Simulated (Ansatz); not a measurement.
Computed with Ansatz 0.2.0, DFT PBE, scalar-relativistic, plane waves, PAW. Settings of the last relaxation (2-atom cell): 420 eV, 10×10×10 k points, Gaussian smearing of 0.02 eV, no spin polarisation.

The zero of energy is the elements' standard structures at the same level (N₂ as a molecule); no fitted shifts are applied.

Q: Propose a candidate for a cubic wide-gap insulator made of Al and N, with a gap near 4.4 eV, a formation energy near −1.20 eV/atom and about 8 Å³ per atom, in a cell of 2 atoms. Its symmetry should be Fm-3m (No. 225).

A: AlN, space group Fm-3m (No. 225). Around Al lie 6 N at 2.04 Å; N has 6 Al at 2.04 Å.

```
CELL_PARAMETERS angstrom
0.00000 2.03539 2.03539
2.03539 0.00000 2.03539
2.03539 2.03539 0.00000
ATOMIC_POSITIONS crystal
Al 0.00000 0.00000 0.00000
N 0.50000 0.50000 0.50000
```

The volume per atom is 8.43 Å³. The density is 4.04 g/cm³. The formation energy is −1.200 eV/atom and the gap on the 10×10×10 mesh of the 2-atom cell is 4.43 eV.

The cell was reached from a generator's guess, though it ends in a space group that the Crystallography Open Database lists for this formula. Other answers may fit too; this one was computed.

Kohn–Sham gaps at this level usually fall short of measured ones. A later test with randomly moved atoms came back to the same energy, though modes that don't fit the test's cell weren't probed.
